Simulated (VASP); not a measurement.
A run of VASP 6.6.1:

The input INCAR:

```
ALGO = Normal
EDIFF = 1E-7
EDIFFG = -0.005
ENCUT = 580
GGA = PS
IBRION = 2
ISIF = 3
ISMEAR = 0
LASPH = True
LCHARG = False
LREAL = False
LWAVE = False
NELM = 100
NSW = 90
PREC = Accurate
SIGMA = 0.1
```

KPOINTS

```
k-points
0
Gamma
  18 18 18
```

POSCAR

```
W
1.0
    0.0000000000      1.9958246200      1.9958246200
    1.9958246200      0.0000000000      1.9958246200
    1.9958246200      1.9958246200      0.0000000000
W
1
Direct
    0.0000000000      0.0000000000      0.0000000000
```

Potentials or basis: VASP PAW PBE potentials, release 64 (W).

Command:

```console
$ cat potpaw_PBE.64/W/POTCAR > POTCAR
$ mpirun -np 1 vasp_std > vasp.out
```

Hardware: 1 thread of Intel(R) Xeon(R) Platinum 8488C (Sapphire Rapids) (shared host).

How long does it take, and how much memory?

It took 21 s on 1 thread of Intel(R) Xeon(R) Platinum 8488C (Sapphire Rapids), with other jobs on the host, peak memory 0.16 GiB. Counts: scf iterations 25, k points 195, ion steps 3.
